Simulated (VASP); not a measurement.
# AlN (P6_3mc) in VASP: notebook, part 2 of 3

VASP 6.6.1.

## Step 3: Dielectric tensor, PBEsol

This run uses another cell than the first one, of 10.53 Å³/atom, 1.008 times its volume.

File INCAR:

```
SYSTEM = AlN
ALGO     = Normal         ! electronic algorithm
EDIFF    = 1E-8           ! SCF threshold, eV
ENCUT    = 600            ! plane-wave cutoff, eV
GGA      = PS             ! functional
ISIF     = 2              ! what is computed and relaxed
ISMEAR   = 0              ! smearing method
KPAR     = 2            
LASPH    = .TRUE.         ! aspherical terms in the spheres
LCHARG   = .FALSE.        ! write CHGCAR
LEPSILON = .TRUE.         ! dielectric tensor by DFPT
LREAL    = .FALSE.        ! projectors in reciprocal space
LWAVE    = .FALSE.        ! write WAVECAR
NELM     = 80             ! most SCF steps
PREC     = Accurate       ! precision mode
SIGMA    = 0.03           ! smearing width, eV
```

File KPOINTS:

```
k-points
0
G
  18 18 9
  0 0 0
```

File POSCAR:

```
AlN                                     
1.0
    3.1203085878      0.0000000000     -0.0000000000
   -1.5601542939      2.7022665047      0.0000000000
   -0.0000000000      0.0000000000      4.9964839395
  Al              N             
     2     2
Direct
     0.3333333332999970    0.6666666667000030    0.9990738867242558
     0.6666666667000030    0.3333333332999970    0.4990738867242560
     0.3333333332999970    0.6666666667000030    0.3809261132757466
     0.6666666667000030    0.3333333332999970    0.8809261132757468
```

Potentials or basis: VASP PAW PBE potentials, release 64 (Al, N).

Started as:

```bash
$ cat potpaw_PBE.64/Al/POTCAR potpaw_PBE.64/N/POTCAR > POTCAR
$ mpirun -np 2 vasp_std > vasp.out
```

OUTCAR:

```text
SYSTEM = AlN
   EDIFF = 1E-8
   ENCUT = 600
   GGA = PS
   ISIF = 2
   ISMEAR = 0
   LASPH = .TRUE.
   LEPSILON = .TRUE.
   LREAL = .FALSE.
   NELM = 80
   PREC = Accurate

 ion  position               nearest neighbor table
   1  0.333  0.667  0.999-   4 1.90   4 1.90   4 1.90   3 1.91   2 3.08   2 3.08   2 3.08   2 3.08
                             2 3.08   2 3.08
   2  0.667  0.333  0.499-   3 1.90   3 1.90   3 1.90   4 1.91   1 3.08   1 3.08   1 3.08   1 3.08
                             1 3.08   1 3.08
   3  0.333  0.667  0.381-   2 1.90   2 1.90   2 1.90   1 1.91
   4  0.667  0.333  0.881-   1 1.90   1 1.90   1 1.90   2 1.91

  LATTYP: Found a hexagonal cell.
 ALAT       =     3.1203085878
 C/A-ratio  =     1.6012787835

  Lattice vectors:

 A1 = (   3.1203085878,   0.0000000000,   0.0000000000)
 A2 = (  -1.5601542939,   2.7022665047,   0.0000000000)
 A3 = (   0.0000000000,   0.0000000000,   4.9964839395)

Analysis of symmetry for initial positions (statically):
=====================================================================
 Subroutine PRICEL returns:
 Original cell was already a primitive cell.

 Routine SETGRP: Setting up the symmetry group for a
 hexagonal supercell.

[... 598 lines left out ...]

------------------------ aborting loop because EDIFF is reached ----------------------------------------

 PIEZOELECTRIC TENSOR FIELD DIRECTION 3  (e Angst)
 -----------------------------------------------------------------------------
     0.68358  0.00000  0.00000           (  0.00362  0.00000 -0.00000)
     0.00000  0.68358  0.00000           (  0.00000  0.00362  0.00000)
    -0.00000  0.00000 -1.04196           ( -0.00000  0.00000 -0.00320)

 PIEZOELECTRIC TENSOR FIELD DIRECTION 3  (C/m^2)
 -----------------------------------------------------------------------------
     0.25996  0.00000  0.00000
     0.00000  0.25996  0.00000
    -0.00000  0.00000 -0.39625

 MACROSCOPIC STATIC DIELECTRIC TENSOR (including local field effects in DFT)
 ------------------------------------------------------
           4.499621    -0.000000     0.000000
          -0.000000     4.499621     0.000000
           0.000000     0.000000     4.731124
 ------------------------------------------------------

 PIEZOELECTRIC TENSOR (including local field effects)  for field in x, y, z        (e  Angst)
          XX          YY          ZZ          XY          YZ          ZX
  --------------------------------------------------------------------------------
  x     0.00000     0.00000     0.00000     0.00000     0.00000     0.88111
  y    -0.00000     0.00000    -0.00000     0.00000     0.88111     0.00000
  z     0.68358     0.68358    -1.04196     0.00000     0.00000     0.00000

 PIEZOELECTRIC TENSOR (including local field effects)  for field in x, y, z        (C/m^2)
          XX          YY          ZZ          XY          YZ          ZX
  --------------------------------------------------------------------------------
  x     0.00000     0.00000     0.00000     0.00000     0.00000     0.33508
  y    -0.00000     0.00000    -0.00000     0.00000     0.33508     0.00000
  z     0.25996     0.25996    -0.39625     0.00000     0.00000     0.00000

 BORN EFFECTIVE CHARGES (including local field effects) (in |e|, cummulative output)
 ---------------------------------------------------------------------------------
 ion    1
    1     2.51304    -0.00000     0.00000
    2     0.00000     2.51304     0.00000
    3    -0.00000    -0.00000     2.67645
 ion    2
    1     2.51304     0.00000     0.00000
    2     0.00000     2.51304    -0.00000
    3     0.00000     0.00000     2.67645
 ion    3
    1    -2.51304     0.00000     0.00000
    2     0.00000    -2.51304    -0.00000
    3     0.00000     0.00000    -2.67645
 ion    4
    1    -2.51304     0.00000     0.00000
    2     0.00000    -2.51304     0.00000
    3     0.00000    -0.00000    -2.67645
```

OSZICAR:

```text
N       E                     dE             d eps       ncg     rms          rms(c)
DAV:   1     0.569093643872E+02    0.56909E+02   -0.82599E+03  4440   0.134E+03
DAV:   2    -0.312032003101E+02   -0.88113E+02   -0.81232E+02  6556   0.246E+02
[... 12 lines left out ...]
RMM:   4    -0.466901946604E+00   -0.21292E-01   -0.11988E-02  7625   0.789E-01    0.787E-02
RMM:   5    -0.469687981348E+00   -0.27860E-02   -0.20318E-04  7868   0.119E-01    0.203E-02
RMM:   6    -0.470186592007E+00   -0.49861E-03   -0.15976E-05  8056   0.304E-02    0.598E-03
RMM:   7    -0.470356840073E+00   -0.17025E-03   -0.66756E-07  8068   0.688E-03    0.255E-03
RMM:   8    -0.470420917438E+00   -0.64077E-04   -0.12490E-07  8085   0.300E-03    0.216E-04
RMM:   9    -0.470420010818E+00    0.90662E-06    0.43986E-09  8269   0.390E-04    0.823E-05
RMM:  10    -0.470419355786E+00    0.65503E-06    0.41088E-08  6840   0.191E-04    0.940E-06
```

stdout:

```text
POSCAR found type information on POSCAR AlN
 POSCAR found :  2 types and       4 ions
 scaLAPACK will be used
 -----------------------------------------------------------------------------
|                                                                             |
|                                                                             |
|     You enforced a specific xc type in the INCAR file but a different       |
[... 28 lines left out ...]
  Direction:   1
 dielectric tensor                  component  1 :     4.500    -0.061     0.000
 Linear response to external field, progress :
  Direction:   2
 dielectric tensor                  component  2 :    -0.236     4.500    -0.000
 Linear response to external field, progress :
  Direction:   3
 dielectric tensor                  component  3 :    -0.340    -0.252     4.731
 Born effective charges drift removed
```

It took 7.9 min on 2 MPI ranks of AMD EPYC 9R45 (Zen 5), shared host; peak memory 1 GiB.

Results:

* Band gap on the k mesh: 4.06 eV, direct
* Electronic dielectric tensor (diagonal): 4.50, 4.50, 4.73
* Born charges (mean of the diagonal): Al +2.57; N -2.57 e

Electronic dielectric tensor:
```
4.50 0.00 0.00
0.00 4.50 0.00
0.00 0.00 4.73
```

Born effective charge tensors (e):
atom 1, Al
```
2.51 0.00 0.00
0.00 2.51 0.00
0.00 0.00 2.68
```
atom 2, Al
```
2.51 0.00 0.00
0.00 2.51 0.00
0.00 0.00 2.68
```
atom 3, N
```
-2.51  0.00  0.00
 0.00 -2.51  0.00
 0.00  0.00 -2.68
```
atom 4, N
```
-2.51  0.00  0.00
 0.00 -2.51  0.00
 0.00  0.00 -2.68
```

Caveat: the PAW data sets were made with another functional, which shifts forces and pressure a little; an odd mesh through Γ misses points on the zone boundary, where band edges often lie.

## Step 4: Phonons, PBEsol, target pressure 1.5 GPa, at which the enthalpy is minimised

File POSCAR:

```
AlN
1.0
    3.1131018738     -0.0000000000      0.0000000000
   -1.5565509369      2.6960253073      0.0000000000
    0.0000000000      0.0000000000      4.9818131052
  Al              N
     2     2
Direct
     0.3333333332999970    0.6666666667000030    0.9989855796533158
     0.6666666667000030    0.3333333332999970    0.4989855796533157
     0.3333333332999970    0.6666666667000030    0.3810144203466868
     0.6666666667000030    0.3333333332999970    0.8810144203466868
```

File INCAR.step1:

```
SYSTEM = AlN
ALGO     = Normal         ! electronic algorithm
EDIFF    = 1E-8           ! SCF threshold, eV
EDIFFG   = -0.002         ! ionic threshold
ENCUT    = 600            ! plane-wave cutoff, eV
GGA      = PS             ! functional
IBRION   = 2              ! ionic algorithm
ISIF     = 3              ! what is computed and relaxed
ISMEAR   = 0              ! smearing method
KPAR     = 2            
LASPH    = .TRUE.         ! aspherical terms in the spheres
LCHARG   = .FALSE.        ! write CHGCAR
LREAL    = .FALSE.        ! projectors in reciprocal space
LWAVE    = .FALSE.        ! write WAVECAR
NELM     = 80             ! most SCF steps
NSW      = 40             ! ionic steps
PREC     = Accurate       ! precision mode
PSTRESS  = 15.0         
SIGMA    = 0.03           ! smearing width, eV
```

File INCAR.step2:

```
SYSTEM = AlN
ALGO     = Normal         ! electronic algorithm
EDIFF    = 1E-8           ! SCF threshold, eV
ENCUT    = 600            ! plane-wave cutoff, eV
GGA      = PS             ! functional
IBRION   = 6              ! ionic algorithm
ISIF     = 2              ! what is computed and relaxed
ISMEAR   = 0              ! smearing method
KPAR     = 2            
LASPH    = .TRUE.         ! aspherical terms in the spheres
LCHARG   = .FALSE.        ! write CHGCAR
LREAL    = .FALSE.        ! projectors in reciprocal space
LWAVE    = .FALSE.        ! write WAVECAR
NELM     = 80             ! most SCF steps
NFREE    = 2            
NSW      = 1              ! ionic steps
POTIM    = 0.015          ! step
PREC     = Accurate       ! precision mode
PSTRESS  = 15.0         
SIGMA    = 0.03           ! smearing width, eV
```

File KPOINTS:

```
k-points
0
G
  12 12 6
  0 0 0
```

Potentials or basis: VASP PAW PBE potentials, release 64 (Al, N).

Started as:

```bash
$ cat potpaw_PBE.64/Al/POTCAR potpaw_PBE.64/N/POTCAR > POTCAR
$ cp INCAR.step1 INCAR
$ mpirun -np 2 vasp_std > vasp.out
$ cp CONTCAR POSCAR
$ cp INCAR.step2 INCAR
$ mpirun -np 2 vasp_std > vasp.out
```

OUTCAR:

```text
SYSTEM = AlN
   EDIFF = 1E-8
   ENCUT = 600
   GGA = PS
   IBRION = 6
   ISIF = 2
   ISMEAR = 0
   LASPH = .TRUE.
   LREAL = .FALSE.
   NELM = 80
   NFREE = 2
   NSW = 1
   POTIM = 0.015
   PREC = Accurate
   PSTRESS = 15.0

 ion  position               nearest neighbor table
   1  0.333  0.667  0.999-   4 1.89   4 1.89   4 1.89   3 1.90   2 3.06   2 3.06   2 3.06   2 3.06
                             2 3.06   2 3.06
   2  0.667  0.333  0.499-   3 1.89   3 1.89   3 1.89   4 1.90   1 3.06   1 3.06   1 3.06   1 3.06
                             1 3.06   1 3.06
   3  0.333  0.667  0.381-   2 1.89   2 1.89   2 1.89   1 1.90
   4  0.667  0.333  0.881-   1 1.89   1 1.89   1 1.89   2 1.90

  LATTYP: Found a hexagonal cell.
 ALAT       =     3.1059401694
 C/A-ratio  =     1.5995960555

  Lattice vectors:

 A1 = (   3.1059401694,   0.0000000000,   0.0000000000)
[... 892 lines left out ...]
  Total        0.3050066      0.3050066      0.5944909      0.0000000      0.0000000      0.0000000
  in kB       11.7733371     11.7733371     22.9475094      0.0000000      0.0000000      0.0000000
  external PRESSURE =       0.4980612 kB  Pullay stress =      15.0000000 kB
[... 23 lines left out ...]
  energy  without entropy=      -31.3115764885  energy(sigma->0) =      -31.31157649

  enthalpy is  TOTEN    =       -30.9229781947 eV   P V=        0.3885982938

 INTERNAL STRAIN TENSORS FROM DISPLACED ATOMS
 ============================================

 INTERNAL STRAIN TENSOR FOR ION    1 for displacements in x,y,z  (eV/Angst):
          X           Y           Z          XY          YZ          ZX
  --------------------------------------------------------------------------------
  x     0.00000     0.00000     0.00000    -9.48081     0.00000    -5.61888
  y    -9.48081     9.48081     0.00000     0.00000    -5.61888     0.00000
  z    -5.84299    -5.84299    12.97854     0.00000     0.00000     0.00000

 INTERNAL STRAIN TENSOR FOR ION    4 for displacements in x,y,z  (eV/Angst):
          X           Y           Z          XY          YZ          ZX
  --------------------------------------------------------------------------------
  x     0.00000     0.00000    -0.00000    11.06003     0.00000     5.61611
  y    11.06003   -11.06003    -0.00000     0.00000     5.61611    -0.00000
  z     5.84734     5.84734   -12.97209     0.00000     0.00000     0.00000

 Eigenvectors and eigenvalues of the dynamical matrix
 ----------------------------------------------------

   1 f  =   21.634338 THz   135.932556 2PiTHz  721.643845 cm-1    89.472393 meV
             X         Y         Z           dx          dy          dz
     -0.000000  1.793215  4.962908     0.000000   -0.000000    0.019777
      1.552970  0.896608  2.478783     0.000000   -0.000000   -0.019777
     -0.000000  1.793215  1.893277    -0.000000    0.000000   -0.706830
      1.552970  0.896608  4.377402    -0.000000    0.000000    0.706830
[... 71 lines left out ...]
  12 f/i=    0.000432 THz     0.002713 2PiTHz    0.014401 cm-1     0.001785 meV
             X         Y         Z           dx          dy          dz
     -0.000000  1.793215  4.962908    -0.000000   -0.000000   -0.573733
      1.552970  0.896608  2.478783    -0.000000   -0.000000   -0.573733
     -0.000000  1.793215  1.893277    -0.000000   -0.000000   -0.413316
      1.552970  0.896608  4.377402    -0.000000   -0.000000   -0.413316

 ELASTIC MODULI CONTR FROM IONIC RELAXATION (kBar)
 Direction    XX          YY          ZZ          XY          YZ          ZX
 --------------------------------------------------------------------------------
 XX        -781.8181    371.2202    455.7302      0.0000      0.0000     -0.0000
 YY         371.2202   -781.8181    455.7302     -0.0000      0.0000      0.0000
 ZZ         455.7302    455.7302  -1011.6468     -0.0000      0.0000     -0.0000
 XY           0.0000     -0.0000     -0.0000   -576.5192     -0.0000     -0.0000
 YZ          -0.0000     -0.0000      0.0000     -0.0000   -158.2739     -0.0000
 ZX          -0.0000      0.0000     -0.0000     -0.0000     -0.0000   -158.2739
 --------------------------------------------------------------------------------
```

OUTCAR.step1:

```text
SYSTEM = AlN
   EDIFF = 1E-8
   EDIFFG = -0.002
   ENCUT = 600
   GGA = PS
   IBRION = 2
   ISIF = 3
   ISMEAR = 0
[... 913 lines left out ...]
  -------------------------------------------------------------------------------------
  Total        0.3899963      0.3899963      0.3892050      0.0000000      0.0000000     -0.0000000
  in kB       15.0539641     15.0539641     15.0234202      0.0000000      0.0000000     -0.0000000
  external PRESSURE =       0.0437828 kB  Pullay stress =      15.0000000 kB
[... 23 lines left out ...]
  energy  without entropy=      -31.3142803740  energy(sigma->0) =      -31.31428037

  enthalpy is  TOTEN    =       -30.9256820802 eV   P V=        0.3885982938

 reached required accuracy - stopping structural energy minimisation
```

OSZICAR.step1:

```text
N       E                     dE             d eps       ncg     rms          rms(c)
DAV:   1     0.584325883315E+02    0.58433E+02   -0.82863E+03  1824   0.134E+03
DAV:   2    -0.312885996776E+02   -0.89721E+02   -0.83033E+02  2740   0.249E+02
DAV:   3    -0.357255398739E+02   -0.44369E+01   -0.44183E+01  2412   0.590E+01
[... 74 lines left out ...]
DAV:   2    -0.313142804865E+02    0.45295E-06   -0.22530E-06  2276   0.136E-02    0.179E-03
DAV:   3    -0.313142804066E+02    0.79871E-07   -0.18956E-07  2036   0.393E-03    0.553E-04
DAV:   4    -0.313142803894E+02    0.17220E-07   -0.20892E-08  1020   0.139E-03    0.249E-04
DAV:   5    -0.313142803780E+02    0.11418E-07   -0.41969E-09   924   0.860E-04    0.102E-04
DAV:   6    -0.313142803740E+02    0.39822E-08   -0.97139E-10   924   0.317E-04
   9 F= -.30925682E+02 E0= -.30925682E+02  d E =-.130596E-05
```

Run time: 5 min. Hardware: 2 MPI ranks of AMD EPYC 9R45 (Zen 5), shared host; peak memory 0.48 GiB.

Results:

* Relaxed volume: 10.38 Å³/atom
* Relaxed cell: a = 3.106 Å, b = 3.106 Å, c = 4.968 Å, α = 90.00°, β = 90.00°, γ = 120.00°
* Space group after relaxing (to 0.05 Å): P6_3mc (No. 186)
* Highest phonon frequency at Γ, LO-TO splitting left out: 722 cm⁻¹

The path:
| step | energy change (eV) | largest force (eV/Å) | pressure (GPa) | volume (Å³) |
| --- | --- | --- | --- | --- |
| 1 | 0.0000 | 0.0006 | 0.00 | 41.81 |
| 2 | 0.0054 | 0.0055 | 2.95 | 41.22 |
| 3 | 0.0014 | 0.0026 | 1.50 | 41.51 |
| 4 | 0.0014 | 0.0026 | 1.47 | 41.51 |
| 5 | 0.0014 | 0.0030 | 1.47 | 41.51 |
| 6 | 0.0014 | 0.0034 | 1.47 | 41.51 |
| 7 | 0.0014 | 0.0032 | 1.47 | 41.51 |
| 8 | 0.0015 | 0.0021 | 1.53 | 41.50 |
| 9 | 0.0014 | 0.0002 | 1.50 | 41.51 |

Final structure:
```yaml
crystal:
  lattice:
    - [3.10594, 0.00000, 0.00000]
    - [-1.55297, 2.68982, 0.00000]
    - [0.00000, 0.00000, 4.96825]
  atoms:
    - { symbol: Al, position: [0.33333, 0.66667, 0.99892] }
    - { symbol: Al, position: [0.66667, 0.33333, 0.49892] }
    - { symbol: N, position: [0.33333, 0.66667, 0.38108] }
    - { symbol: N, position: [0.66667, 0.33333, 0.88108] }
```

Phonon frequencies in cm⁻¹ (negative: imaginary):
```tsv
q point	frequencies
(0.000, 0.000, 0.000)	0 0 0 235 235 547 616 664 664 674 674 722
```

Caveat: the PAW data sets were made with another functional, which shifts forces and pressure a little.

(Part 2 of 3 ends here.)
